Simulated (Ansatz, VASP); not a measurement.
Given: the input of a run of VASP 6.6.1 on Cu.

Contents of INCAR:

```
PREC = Accurate ; ENCUT = 520
EDIFF = 1E-7 ; ISMEAR = -1
SIGMA = 0.05 ; LREAL = False
LASPH = True ; NELM = 80
ALGO = Normal ; ISIF = 2
LWAVE = False ; LCHARG = True
GGA = PE ; LELF = True
LVHAR = True ; NBANDS = 12
```

File KPOINTS:

```
regular mesh
0
Gamma
  13 12 13
```

POSCAR

```
Cu
1.0
   -0.0044255800      1.7884307700      1.8385346600
    1.8229069400     -0.0174867600      1.8515958300
    1.7828182100      1.7614032200      0.0226019700
Cu
1
Direct
    0.0000000000      0.0000000000      0.0000000000
```

Potentials or basis: VASP PAW PBE potentials, release 64 (Cu).

The run is started by

```sh
$ cat potpaw_PBE.64/Cu/POTCAR > POTCAR
$ mpirun -np 1 vasp_std > vasp.out
```

Set up the same calculation for Ansatz 0.2.0. Potentials there: Ansatz PAW.

As run (the cutoff follows the program's own potentials):

Contents of input.yaml:

```yaml
crystal:
  lattice:
    - [-0.00442558, 1.78843077, 1.83853466]
    - [1.82290694, -0.01748676, 1.85159583]
    - [1.78281821, 1.76140322, 0.02260197]
  atoms:
    - { symbol: Cu, position: [0.0, 0.0, 0.0] }
hamiltonian:
  xc: pbe
  pseudopotentials: { kind: paw }
kpoints:
  mp_grid: { grid: [13, 12, 13] }
scf:
  occupations: { method: fermi_dirac, width: 0.05 }
output:
  forces: true
  stress: true
  eigenvalues: true
```

Potentials or basis: Ansatz PAW.

Launch:

```sh
$ ansatz run input.yaml --threads 1 --pin off --max-ram 3584MiB --backend cpu --events-out ev --progress --plain --runs-dir out
```

Both were run:

|  | VASP | Ansatz | Ansatz less VASP |
| --- | --- | --- | --- |
| gap on the k mesh at the Fermi level (eV) | none | none | - |
| pressure (GPa) | 2.5 | 1.9 | -0.53 |
| largest component of the traceless stress (GPa) | 2.15 | 2.18 | +0.032 |

A gap of «none» marks a metal or a gap that the smearing closes. The two sets of potentials don't hold the same shells in valence.
